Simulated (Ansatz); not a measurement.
# BAs: what a guessed cell relaxes into, part 2 of 2

The task: take a trial cell of BAs to zero force and stress.

Ansatz 0.2.0; DFT PBE, scalar-relativistic, plane waves, PAW. The steps go on from the part before.

### Step 4. Full relaxation

The end of the coarse run is made exact in the group found at a tolerance of 0.06 Å and reduced to its primitive cell.

Input file input.yaml:

```yaml
crystal:
  lattice:
    - [0.0, 2.3080334413, 2.3080334413]
    - [2.3080334413, 0.0, 2.3080334413]
    - [2.3080334413, 2.3080334413, 0.0]
  atoms:
    - { symbol: B, position: [0.0, 0.0, 0.0] }
    - { symbol: As, position: [0.5, 0.5, 0.5] }
basis:
  ecutwfc: 420
kpoints:
  mp_grid: { grid: [20, 20, 20] }
hamiltonian:
  xc: pbe
scf:
  occupations: { method: gaussian, width: 0.1 }
output:
  forces: true
  stress: true
  eigenvalues: true
  write_density: true
  write_potential: true
  elf: true
  volumetric_format: npy
relax:
  adjacent_minimum: "off"
  f_tol: 0.01
  max_steps: 80
  cell: { stress_tol: 0.05 }
```

Started as:

```console
$ ansatz run input.yaml --threads 1 --pin off --max-ram 2048MiB --backend cpu --events-out ev --progress --plain --runs-dir out
```

What it wrote, shortened:

```text
Warning: RAYON_NUM_THREADS=1 ignored (pool sized by the plan → 1); use --threads N
[...]
Pseudopotentials: kind: paw
Pseudopotential: B, paw, valence charge 3, recommended cutoff 420 eV (normal), B.paw.azcp
Pseudopotential: As, paw, valence charge 15, recommended cutoff 420 eV (normal), As.paw.azcp
Functional definition: PBE
[...]
Crystal: 2 atoms, lattice volume = 24.590 Å³
Basis set: ecut = 420 eV, 531 PW (Γ), exchange–correlation on 48×48×48 points (8 copies of the dense FFT grid, shifted against one another)
Bands: 13, of which v1, the nominal top of the filled ones, is band 9 counted from 1 (8 counted from 0)
Symmetry: 48 space group operations
Space group: Fm-3m (ITA 225), of the structure as read, at distance tolerance 2.9e-5 Å
k-points: 256 of 8000
[...]
SCF iter   1: F=—  HF=-5010.310957 eV  |F-HF|=—  |Δ(HF+E_count)|=         —  Δρ=1.73e-3  dr2=3.03e-4  ethr=1.77e-3  ⟨swp⟩=5.0  Hψ=16793  notcnv=0
[...]
       -0.024088      -0.000000      -0.000000
        0.000000      -0.024088       0.000000
       -0.000000       0.000000      -0.024088
  P = ⅓ Tr σ = -0.0241 GPa (-0.241 kbar)
--- Band table (eV; the first three rows and the last of 256) ---
  k-point 0: bands = ["-23.2140", "-23.2140", "-23.2140", "-23.2130", "-23.2130", "-3.0636", "12.8181", "12.8181", "12.8181", "16.2728", "20.4994", "20.4994", "20.4994"]
[...]
--- Relaxed structure (2 steps of the walk, 2 accepted, 1 SCFs on fresh bases) ---
  F+E_penalty+E_count = -5010.31110645 eV   max|allowed force component| = 7.100e-30 eV/Å   (the final SCF, on the basis selected at the relaxed cell)
  cell:  # Å, volume = 24.5530 Å³
    - [-7.006136545231436e-35, 2.306878787433849, 2.306878787433849]
    - [2.306878787433849, 3.8215290246716924e-35, 2.306878787433849]
    - [2.306878787433849, 2.306878787433849, 5.732293537007539e-35]
  atoms:
    - { symbol: B, position: [-3.2595558238641543e-37, 3.802815127841513e-37, 3.2595558238641543e-37] }
    - { symbol: As, position: [0.5000000000000001, 0.5000000000000001, 0.5000000000000001] }
```

Wall time 8 s (1 thread of Intel Xeon 6975P-C (Granite Rapids), shared host); peak memory 0.41 GiB.

The steps of the relaxation:

```csv
step,energy from step 1 (eV/cell),largest force component (eV/Å),pressure (GPa),volume (Å³)
1,0.0000,0.0000,-0.22,24.59
2,-0.0001,0.0000,-0.02,24.55
3,0.0000,0.0000,-0.02,24.55
```

Step 1 is the start. Step 3 repeats the geometry before it on a plane-wave basis chosen anew for that cell, so its energy need not be comparable with the rows above.

Lengths and angles in the start's conventional setting:

|  | before | after | change |
| --- | --- | --- | --- |
| a (Å) | 4.616 | 4.614 | -0.1 % |
| b (Å) | 4.616 | 4.614 | -0.1 % |
| c (Å) | 4.616 | 4.614 | -0.1 % |
| volume (Å³/atom) | 12.29 | 12.28 | -0.2 % |
| shortest distance (Å) | 2.308 | 2.307 | -0.1 % |
| space group (0.01 Å) | Fm-3m | Fm-3m | same |

The run keeps the 48 symmetry operations of the start, so it could not have lowered the symmetry.

The maps below are laid out on this run's own conventional cell (a, b, c = 4.614, 4.614, 4.614 Å).

Density in a lattice plane of the grid's cell (edges 4.61 and 4.61 Å, at 0.000 of the third edge), which holds B and As.

Ten even steps from ' ' (0.17 e/Å³) to '@' (29.70 e/Å³):
```
                    ::++##++::                  
                    ..::::::..                  
                                                
                                                
                                                
                                                
                                                
::::..                                      ..::
##++::                                      ::++
@@%%--..                                  ..--%%
##++::                                      ::++
::::..                                      ..::
                                                
                                                
                                                
                                                
                                                
                    ..::::::..                  
                    ::++##++::                  
                  ..--%%@@%%--..                
```
Columns run along the first of these edges and rows up along the second, over one cell in 24 and 20 even steps from the bottom left corner. Atoms in the plane (fractional): B at (0.00, 0.00), B at (0.50, 0.50), As at (0.00, 0.50), As at (0.50, 0.00).

ELF in the same plane.

Ten even steps from ' ' (0.01) to '@' (0.78):
```
  ..==%%@@@@%%%%%%**==::::::==**%%%%%%@@@@%%==..
==++##%%%%##########**======**##########%%%%##++
@@@@%%##**++++++**##############**++++++**##%%@@
@@@@%%**==--::--++**##%%%%%%##**++------==**%%@@
@@%%##**==::::::==**##%%@@%%##**==::::::==**##%%
%%%%##**++--::--==**%%@@@@@@%%**==------++**##%%
########**++++++**##%%@@@@@@%%##**++++++**######
====**##########%%%%##++==++##%%%%##########**==
::::==**%%%%%%@@@@%%==..  ..==%%@@@@%%%%%%**==::
==::--**%%%%@@@@@@%%::      ::%%@@@@@@%%%%**--::
::::==**%%%%%%@@@@%%==..  ..==%%@@@@%%%%%%**==::
====**##########%%%%##++==++##%%%%##########**==
########**++++++**##%%@@@@@@%%##**++++++**######
%%%%##**++------==**%%@@@@@@%%**==--::--++**##%%
@@%%##**==::::::==**##%%@@%%##**==::::::==**##%%
@@@@%%**==------++**##%%%%%%##**++--::--==**%%@@
@@@@%%##**++++++**##############**++++++**##%%@@
==++##%%%%##########**======**##########%%%%##++
  ..==%%@@@@%%%%%%**==::::::==**%%%%%%@@@@%%==..
    ::%%@@@@@@%%%%**--::==::--**%%%%@@@@@@%%::  
```
Columns run along the first of these edges and rows up along the second, over one cell in 24 and 20 even steps from the bottom left corner. Atoms in the plane (fractional): B at (0.00, 0.00), B at (0.50, 0.50), As at (0.00, 0.50), As at (0.50, 0.00).

Both are smooth fields of the valence electrons: close to the nuclei they are not physical.

Outside the cores ELF peaks at 0.78 on the B–As line, 0.8 Å from B.

### Step 5. Changed: mp_grid.grid [10, 10, 10]

Input file input.yaml:

```yaml
crystal:
  lattice:
    - [0.0, 2.3068787874, 2.3068787874]
    - [2.3068787874, 0.0, 2.3068787874]
    - [2.3068787874, 2.3068787874, 0.0]
  atoms:
    - { symbol: B, position: [0.0, 0.0, 0.0] }
    - { symbol: As, position: [0.5, 0.5, 0.5] }
basis:
  ecutwfc: 420
kpoints:
  mp_grid: { grid: [10, 10, 10] }
hamiltonian:
  xc: pbe
scf:
  occupations: { method: gaussian, width: 0.1 }
output:
  forces: true
  eigenvalues: true
  stress: true
```

Started as:

```console
$ ansatz run input.yaml --threads 1 --pin off --max-ram 2048MiB --backend cpu --events-out ev --progress --plain --runs-dir out
```

What it wrote, shortened:

```text
Warning: RAYON_NUM_THREADS=1 ignored (pool sized by the plan → 1); use --threads N
[...]
Pseudopotentials: kind: paw
Pseudopotential: B, paw, valence charge 3, recommended cutoff 420 eV (normal), B.paw.azcp
Pseudopotential: As, paw, valence charge 15, recommended cutoff 420 eV (normal), As.paw.azcp
Functional definition: PBE
[...]
Crystal: 2 atoms, lattice volume = 24.553 Å³
Basis set: ecut = 420 eV, 531 PW (Γ), exchange–correlation on 48×48×48 points (8 copies of the dense FFT grid, shifted against one another)
Bands: 13, of which v1, the nominal top of the filled ones, is band 9 counted from 1 (8 counted from 0)
Symmetry: 48 space group operations
Space group: Fm-3m (ITA 225), of the structure as read, at distance tolerance 2.9e-5 Å
k-points: 47 of 1000
[...]
SCF iter   1: F=—  HF=-5010.299181 eV  |F-HF|=—  |Δ(HF+E_count)|=         —  Δρ=1.72e-3  dr2=3.06e-4  ethr=1.77e-3  ⟨swp⟩=5.0  Hψ=3066  notcnv=0
[...]
SCF iter   6: F=-5010.299274 eV  HF=-5010.299274 eV  |F-HF|=8.54e-9  |Δ(HF+E_count)|=   3.18e-9  Δρ=4.91e-6  dr2=7.45e-9  ethr=2.81e-10  ⟨swp⟩=2.1  Hψ=2056  notcnv=0
[...]
SCF converged after 6 iterations
Free energy (F): -5010.299274 eV
[...]
E sigma→0 (E₀):  -5010.297396 eV
Entropy (-TS):   -0.003756 eV (-1.878 meV/atom)
Fermi energy:    12.815943 eV
[...]
--- Forces (eV/Å), atoms counted from 1 ---
  atom   1  B     -0.00000000     0.00000000     0.00000000
  atom   2  As     0.00000000     0.00000000     0.00000000
[...]
--- Stress (GPa, compression-positive) ---
       -0.319176      -0.000000      -0.000000
       -0.000000      -0.319176      -0.000000
       -0.000000      -0.000000      -0.319176
  P = ⅓ Tr σ = -0.3192 GPa (-3.192 kbar)
--- Band table (eV; the first three rows and the last of 47) ---
  k-point 0: bands = ["-23.2352", "-23.2352", "-23.2352", "-23.2341", "-23.2341", "-3.0665", "12.8194", "12.8194", "12.8194", "16.2743", "20.4991", "20.4991", "20.4991"]
[...]
```

Run time: 0.62 s. Hardware: 1 thread of Intel Xeon 6975P-C (Granite Rapids), shared host; peak memory 0.3 GiB.

```tsv
run	ending	energy change	pressure (GPa)	gap (eV)	force (eV/Å)	cycles	time
step 4	converged	0	0.0	0.00	0.00	-	8 s
variant	converged	+5.9 meV/atom	-0.3	0.00	0.00	6	0.62 s
```

Changing the k-point mesh moves the energy by +5.9 meV/atom. Sampling errors of the energy have no fixed sign. These settings are too coarse to quote as the system's properties.

### Step 6. What came out

This closing draws on all 2 parts. Changes of volume or cell count from the first structure of part 1.

| quantity | value |
| --- | --- |
| symmetry at the end (tolerance 0.05 Å) | space group Fm-3m (No. 225) |
| conventional cell | a = 4.614 Å, b = 4.614 Å, c = 4.614 Å, α = 90.00°, β = 90.00°, γ = 90.00° |
| volume | 12.28 Å³/atom |
| energy over the elements | +0.87 eV/atom |
| gap on the mesh | none (metal) |

What this shows: The space group Fm-3m (No. 225) is kept, and the volume per atom shrinks by 23.6 % from the first guess. With a positive formation energy it can't be a ground state. No finished test with a distortion of lower symmetry is shown, so the end may be a saddle point.
